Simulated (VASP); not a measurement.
Here is a VASP 6.6.1 calculation.

Contents of INCAR:

```
  ALGO = Normal
  EDIFF = 1E-6
  EDIFFG = -0.01
  ENCUT = 600
  GGA = PS
  IBRION = 2
  ISIF = 3
  ISMEAR = 1
  LASPH = True
  LCHARG = False
  LREAL = False
  LWAVE = False
  NELM = 80
  NSW = 90
  PREC = Accurate
  SIGMA = 0.1
```

The input KPOINTS:

```
k-points
0
Gamma
  16 16 16
```

The input POSCAR:

```
Pt
1.0
    0.0000000000      1.9609000000      1.9609000000
    1.9609000000      0.0000000000      1.9609000000
    1.9609000000      1.9609000000      0.0000000000
Pt
1
Direct
    0.0000000000      0.0000000000      0.0000000000
```

Potentials or basis: VASP PAW PBE potentials, release 64 (Pt).

Run with:

```console
$ cat potpaw_PBE.64/Pt/POTCAR > POTCAR
$ mpirun -np 1 vasp_std > vasp.out
```

**Question.** What does it give for the relaxed volume?

**Answer.** 15.01 Å³/atom.

**Question.** Predict the band gap on the k mesh.

**Answer.** None (metal or under the smearing width).

The path:
```csv
step,energy change (eV),largest force (eV/Å),pressure (GPa),volume (Å³)
1,0.0000,0.0000,-1.30,15.08
2,0.0021,0.0000,3.99,14.81
3,-0.0003,0.0000,0.00,15.01
```

Caveat: the PAW data sets were made with another functional, which shifts forces and pressure a little. Spin-orbit coupling is left out, which matters for the levels of Pt.
